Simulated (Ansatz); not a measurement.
System: LiNbO₃, a cell derived from the structure in space group 161 by a strain and random displacements, 10 atoms in the cell.

Method: Ansatz 0.2.0 development build, PBE, plane waves, PAW datasets (generated soft set 1).

Cutoff 420 eV; k-mesh 3×3×3 Γ-centred; Fermi–Dirac smearing of 0.15 eV; no spin polarisation.

```
Nb O Li
1.0
    -2.52678    4.46959   -0.00467
    -5.12118   -0.03904   -0.05406
    -2.50081    1.50002    4.57313
Nb O Li
2 6 2
Direct
  0.73555 0.19368 0.79542
  0.27017 0.68534 0.29858
  0.01987 0.06586 0.01510
  0.38098 0.46833 0.00008
  0.62096 0.85779 0.00556
  0.13971 0.97910 0.50591
  0.52136 0.33840 0.49309
  0.90058 0.60070 0.47391
  0.46536 0.92147 0.65381
  0.97162 0.42390 0.13310
```

Problem. Is the cell under compression or tension, and by how much?

Solution. The pressure is 8.79 GPa, so at these settings the cell is compressed and would expand.

Problem. Which atom feels the largest force? Give all forces.

Solution. Nb1, 4.254 eV/Å.

```csv
atom,Fx (eV/Å),Fy (eV/Å),Fz (eV/Å)
Nb1,-2.919,3.078,-0.334
Nb2,-1.038,-3.703,0.065
O3,-0.413,-1.167,-1.343
O4,-0.469,0.168,-0.456
O5,2.227,0.371,0.207
O6,0.530,0.041,-0.287
O7,0.916,1.932,0.977
O8,0.676,-0.627,1.226
Li9,0.354,-0.297,-0.178
Li10,0.135,0.205,0.125
```

The stress includes the program's correction for the finite plane-wave basis.

The k-mesh is modest, so these values aren't fully converged in k.
